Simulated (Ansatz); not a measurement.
Theory: Ansatz, DFT PBE, scalar-relativistic, plane waves, PAW. All cells share a 420 eV cutoff and Γ-centred k meshes spaced at most about 0.3 Å⁻¹ (about 0.25 or finer for metals, 2π included). No spin polarisation.

All energies are static (0 K, no zero-point motion).

Problem. Order these relaxed structures of CoSi2 by energy, lowest first, with the energy over the lowest of them.
A.

Space group Fm-3m (No. 225). a = 5.360 Å, b = 5.360 Å, c = 5.360 Å, α = 90.00°, β = 90.00°, γ = 90.00°
```json
{"atom": "Co", "site": "4a", "symmetry": "m-3m", "x": "0.0000", "y": "0.0000", "z": "0.0000"}
{"atom": "Si", "site": "8c", "symmetry": "-43m", "x": "0.2500", "y": "0.2500", "z": "0.7500"}
```

B.

Space group P4/mmm (No. 123). a = 3.849 Å, b = 3.849 Å, c = 2.640 Å, α = 90.00°, β = 90.00°, γ = 90.00°
```tsv
atom	site	symmetry	x	y	z
Co	1c	4/mmm	0.5000	0.5000	0.0000
Si	2e	mmm.	0.0000	0.5000	0.5000
```

Solution. A (0 meV/atom), B (347 meV/atom). Forms: A fluorite type, Fm-3m; B P4/mmm. Counting Si atoms around Co (those within 1.25 times the shortest such distance or 1.15 times the sum of covalent radii): A has Co 8; B has Co 8. Origin: A, reached from a cell as deposited in COD, among other starts; B, invented.

A magnetic state wasn't ruled out in cells without spin, among them Fm-3m. Cells relaxed within their symmetry can be saddle points. Some structure types and database cells were kept out of the candidates from the start, so a known form may be missing.
